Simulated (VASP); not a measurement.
Here is a VASP 6.6.1 calculation.

The input INCAR:

```
SYSTEM = KI
PREC     = Accurate       ! precision mode
ENCUT    = 600            ! plane-wave cutoff, eV
EDIFF    = 1E-7           ! SCF threshold, eV
ISMEAR   = 0              ! smearing method
SIGMA    = 0.03           ! smearing width, eV
LREAL    = .FALSE.        ! projectors in reciprocal space
LASPH    = .TRUE.         ! aspherical terms in the spheres
NELM     = 80             ! most SCF steps
ALGO     = Normal         ! electronic algorithm
ISIF     = 2              ! what is computed and relaxed
LWAVE    = .FALSE.        ! write WAVECAR
LCHARG   = .FALSE.        ! write CHGCAR
GGA      = PE             ! functional
IBRION   = 2              ! ionic algorithm
NSW      = 40             ! ionic steps
EDIFFG   = -0.01          ! ionic threshold
```

File KPOINTS:

```
Automatic mesh
0
G
  8 8 8
  0 0 0
```

POSCAR

```
KI                                      
1.0
    0.0000000000      3.6416860548      3.6416860548
    3.6416860548      0.0000000000      3.6416860548
    3.6416860548      3.6416860548      0.0000000000
  K               I             
     1     1
Direct
     0.0000000000000000    0.0000000000000000    0.0000000000000000
     0.5000000000000000    0.5000000000000000    0.5000000000000000
```

Potentials or basis: VASP PAW PBE potentials, release 64 (K_sv, I).

Run with:

```sh
$ cat potpaw_PBE.64/K_sv/POTCAR potpaw_PBE.64/I/POTCAR > POTCAR
$ mpirun -np 1 vasp_std > vasp.out
```

**Question.** Estimate the band gap on the k mesh.

**Answer.** 3.76 eV, direct.

Final structure:
```xyz
2
Lattice="0.0000 3.6417 3.6417 3.6417 0.0000 3.6417 3.6417 3.6417 0.0000" Properties=species:S:1:pos:R:3 pbc="T T T"
K     0.0000    0.0000    0.0000
I     3.6417    3.6417    3.6417
```

Caveat: the relaxation stopped at its first step, so nothing moved; spin-orbit coupling is left out, which moves the levels of the heavy elements. A k mesh can miss the band edges.
